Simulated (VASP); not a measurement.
Input of a VASP 6.6.1 run:

Contents of INCAR:

```
SYSTEM = CdSe
PREC     = Accurate       ! precision mode
ENCUT    = 520            ! plane-wave cutoff, eV
EDIFF    = 1E-7           ! SCF threshold, eV
ISMEAR   = 0              ! smearing method
SIGMA    = 0.1            ! smearing width, eV
LREAL    = .False.        ! projectors in reciprocal space
LASPH    = .True.         ! aspherical terms in the spheres
NELM     = 60             ! most SCF steps
ALGO     = Normal         ! electronic algorithm
ISIF     = 3              ! what is computed and relaxed
LWAVE    = .False.        ! write WAVECAR
LCHARG   = .False.        ! write CHGCAR
GGA      = PS             ! functional
IBRION   = 2              ! ionic algorithm
NSW      = 80             ! ionic steps
EDIFFG   = -0.002         ! ionic threshold
PSTRESS  = 120.0
```

File KPOINTS:

```
Automatic mesh
0
Gamma
  8 8 8
  0 0 0
```

POSCAR

```
CdSe                                    
1.0
    0.0000000000      2.6546328675      2.6546328675
    2.6546328675      0.0000000000      2.6546328675
    2.6546328675      2.6546328675      0.0000000000
  Cd              Se            
     1     1
Direct
     0.0000000000000000    0.0000000000000000    0.0000000000000000
     0.5000000000000000    0.5000000000000000    0.5000000000000000
```

Potentials or basis: VASP PAW PBE potentials, release 64 (Cd, Se).

Launch:

```sh
$ cat potpaw_PBE.64/Cd/POTCAR potpaw_PBE.64/Se/POTCAR > POTCAR
$ mpirun -np 1 vasp_std > vasp.out
```

(1) Predict the relaxed cell.

(2) Predict the relaxed volume.

Answers

(1) a = 3.826 Å, b = 3.826 Å, c = 3.826 Å, α = 60.00°, β = 60.00°, γ = 60.00°.

(2) 19.80 Å³/atom.

Caveat: the cell is relaxed towards a set pressure, so the enthalpy falls and the energy may rise; the PAW data sets were made with another functional, which shifts forces and pressure a little.
